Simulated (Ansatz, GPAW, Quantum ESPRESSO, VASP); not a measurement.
# W: 6 runs at one level of theory

```
W
1.0
    -1.58234    1.58234    1.58234
     1.58234   -1.58234    1.58234
     1.58234    1.58234   -1.58234
W
1
Cartesian
  0.0000 0.0000 0.0000
```

Alike in all runs: task band structure; functional PBEsol; k mesh 12 × 12 × 12; occupations fermi-dirac, width 0.05 eV; no spin polarisation; no spin-orbit coupling. Pressure is positive in compression and, in plane waves, holds the error of the finite cutoff, which Ansatz's Pulay term estimates and takes out.

| program and potentials | plane-wave cutoff (eV) | notes | pressure (GPa) |
| --- | --- | --- | --- |
| Quantum ESPRESSO, SG15 PBE 1.2 | 1020 | potentials made for PBE; 28 valence electrons an atom on average | -4.32 |
| Ansatz, PAW datasets made for the crystal | 300 | 6 valence electrons an atom on average | -2.94 |
| Ansatz, all-electron LAPW, scalar-relativistic | - | - | -2.95 |
| VASP, PBE PAW files W_sv, 520 eV | 520 | potentials made for PBE; 14 valence electrons an atom on average | -2.37 |
| GPAW, PAW data sets generated for this functional | 600 | 14 valence electrons an atom on average | -3.28 |
| Quantum ESPRESSO, PseudoDojo 0.4.1 SR PBEsol standard | 1007 | 14 valence electrons an atom on average | -2.78 |

The pressure spans -4.32 (Quantum ESPRESSO, SG15 PBE 1.2) to -2.37 GPa (VASP, PBE PAW files W_sv, 520 eV), with all-electron results at -2.95.

Differences between rows come from potentials, basis sets and numerical settings, since the functional is the same but for its coding. Runs on potential files found faulty are left out.
